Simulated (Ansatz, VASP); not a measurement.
# Two plane-wave programs on Be

INCAR

```
SYSTEM = Be
PREC     = Accurate       ! precision mode
ENCUT    = 520            ! plane-wave cutoff, eV
EDIFF    = 1E-6           ! SCF threshold, eV
ISMEAR   = -1             ! smearing method
SIGMA    = 0.1            ! smearing width, eV
LREAL    = .False.        ! projectors in reciprocal space
LASPH    = .True.         ! aspherical terms in the spheres
NELM     = 100            ! most SCF steps
ALGO     = Normal         ! electronic algorithm
ISIF     = 2              ! what is computed and relaxed
LWAVE    = .False.        ! write WAVECAR
LCHARG   = .False.        ! write CHGCAR
GGA      = B5             ! functional
ALDAX    = 1.0          
AGGAX    = 1.0          
AGGAC    = 1.0          
ALDAC    = 0.0          
NBANDS   = 7              ! bands
```

The input KPOINTS:

```
regular mesh
0
Gamma
  19 19 19
  0 0 0
```

POSCAR

```
Be
1.0
    0.0000000000      1.5587281878      1.5587281878
    1.5587281878      0.0000000000      1.5587281878
    1.5587281878      1.5587281878      0.0000000000
Be
1
Direct
    0.0000000000      0.0000000000      0.0000000000
```

Input for Ansatz:

```yaml
crystal:
  lattice:
    - [0.0, 1.5587281878, 1.5587281878]
    - [1.5587281878, 0.0, 1.5587281878]
    - [1.5587281878, 1.5587281878, 0.0]
  atoms:
    - { symbol: Be, position: [0.0, 0.0, 0.0] }
hamiltonian:
  xc: blyp
  pseudopotentials:
    kind: paw
    azcp:
      Be: "pseudopotentials/Be.paw.azcp"
basis:
  ecutwfc: 420
  fft_grid_basis: typed
kpoints:
  mp_grid: { grid: [19, 19, 19], shift: [0, 0, 0] }
magnetization:
  spin_polarized: false
scf:
  occupations: { method: fermi_dirac, width: 0.1 }
  lower_state_search: "off"
output:
  stress: true
```

Alike in both runs: task single point; functional BLYP; k mesh 19 × 19 × 19; occupations fermi-dirac, width 0.1 eV; no spin polarisation.

|  | VASP | Ansatz |
| --- | --- | --- |
| version | VASP 6.6.1 | Ansatz 0.2.0 |
| potentials or method | VASP PAW PBE potentials, release 64 (Be) | plane waves (420 eV) with PAW, scalar-relativistic |
| plane-wave cutoff (eV) | 520 | 420 |
| valence electrons in the cell | 2 | 2 |

```csv
,VASP,Ansatz,Ansatz less VASP
pressure (GPa),5.3,5.2,-0.11
```

The functional is the same, so the differences come from potentials, cutoffs and numerics.

Caveats: the PAW data sets were made with another functional, which shifts forces and pressure a little (VASP).
